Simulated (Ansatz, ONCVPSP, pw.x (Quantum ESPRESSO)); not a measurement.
## pw.x on fcc Si: one setting changed

Potential: optimised norm-conserving Vanderbilt (ONCV), ONCVPSP 4.0.1, PBEsol; core [Ne], reference 3s2 3p2; waves: 3s: rc 1.65 bohr, ncon 3, nbas 6, qcut 3.1 1/bohr, 2 projectors, debl 3.4 Ha; 3p: rc 2.20 bohr, ncon 4, nbas 8, qcut 3.1 1/bohr, 1 projector; d scattering state at 0.16 Ha: rc 1.65 bohr, ncon 3, nbas 8, qcut 6.8 1/bohr, 2 projectors, debl 0.5 Ha; local part: polynomial inside 1.60 bohr (lpopt 5, dvloc0 2 Ha); core correction: polynomial model core, fcfact 0.45.

The reference run (k-mesh 15³, cutoffs 80/320 Ry, Fermi–Dirac 0.01 Ry, mixing_beta 0.4, conv_thr 1e-9, no spin) gives 0.11 GPa at 14.001 Å³/atom, where all-electron LAPW gives 0.43 GPa. This run, with its own iteration cap, changes conv_thr to 1e-12.

```
&control
  calculation='scf', prefix='x', pseudo_dir='./', outdir='./tmp', tstress=.true., disk_io='none'
/
&system
  ibrav=0, nat=1, ntyp=1, ecutwfc=80, ecutrho=320, nbnd=9,
  occupations='smearing', smearing='fd', degauss=0.01
/
&electrons
  conv_thr=1e-12, mixing_beta=0.4, electron_maxstep=50
/
ATOMIC_SPECIES
Si 1.0 Si.UPF
CELL_PARAMETERS angstrom
  0.00000000 1.91297673 1.91297673
  1.91297673 0.00000000 1.91297673
  1.91297673 1.91297673 0.00000000
ATOMIC_POSITIONS crystal
Si 0.0000 0.0000 0.0000
K_POINTS automatic
15 15 15 0 0 0
```

```bash
pw.x < Si.scf.in > Si.scf.out
```

Q: How does the run end?

A: It converges in 7 iterations; the free energy moves by +0.0 meV/atom and the pressure by +0.00 GPa. The result is that of the reference run.

```
Message from routine setup:
     using ibrav=0 with symmetry is DISCOURAGED, use correct ibrav instead
     lattice parameter (alat)  =       5.1124  a.u.
     unit-cell volume          =      94.4834 (a.u.)^3
     number of electrons       =         4.00
     number of Kohn-Sham states=            9
     kinetic-energy cutoff     =      80.0000  Ry
     charge density cutoff     =     320.0000  Ry
     scf convergence threshold =      1.0E-12
     Exchange-correlation= PBESOL
     number of k points=   120  Fermi-Dirac smearing, width (Ry)=  0.0100
     iteration #  1     ecut=    80.00 Ry     beta= 0.40
     total energy              =     -10.51256826 Ry
     estimated scf accuracy    <       0.00449517 Ry
     iteration #  2     ecut=    80.00 Ry     beta= 0.40
     total energy              =     -10.51196462 Ry
     estimated scf accuracy    <       0.00131730 Ry
     iteration #  3     ecut=    80.00 Ry     beta= 0.40
     total energy              =     -10.51205069 Ry
     estimated scf accuracy    <       0.00000386 Ry
     iteration #  4     ecut=    80.00 Ry     beta= 0.40
     total energy              =     -10.51205354 Ry
     estimated scf accuracy    <       0.00000001 Ry
     iteration #  5     ecut=    80.00 Ry     beta= 0.40
     total energy              =     -10.51205356 Ry
     estimated scf accuracy    <          2.2E-09 Ry
     iteration #  6     ecut=    80.00 Ry     beta= 0.40
     total energy              =     -10.51205356 Ry
     estimated scf accuracy    <          1.4E-11 Ry
     iteration #  7     ecut=    80.00 Ry     beta= 0.40
     the Fermi energy is    11.1171 ev
!    total energy              =     -10.51205356 Ry
     estimated scf accuracy    <          4.4E-13 Ry
     smearing contrib. (-TS)   =      -0.00196734 Ry
     The total energy is F=E-TS. E is the sum of the following terms:
     one-electron contribution =       4.89309548 Ry
     hartree contribution      =       0.02623412 Ry
     xc contribution           =      -5.28311560 Ry
     ewald contribution        =     -10.14630021 Ry
     convergence has been achieved in   7 iterations
          total   stress  (Ry/bohr**3)                   (kbar)     P=        1.05
     Message from routine punch:
     Nothing written, as per user request (disk_io='none')
```

The run took about 11 s on one core of a shared host (Intel(R) Xeon(R) Platinum 8488C, 48 threads, 93 GiB, load 3).
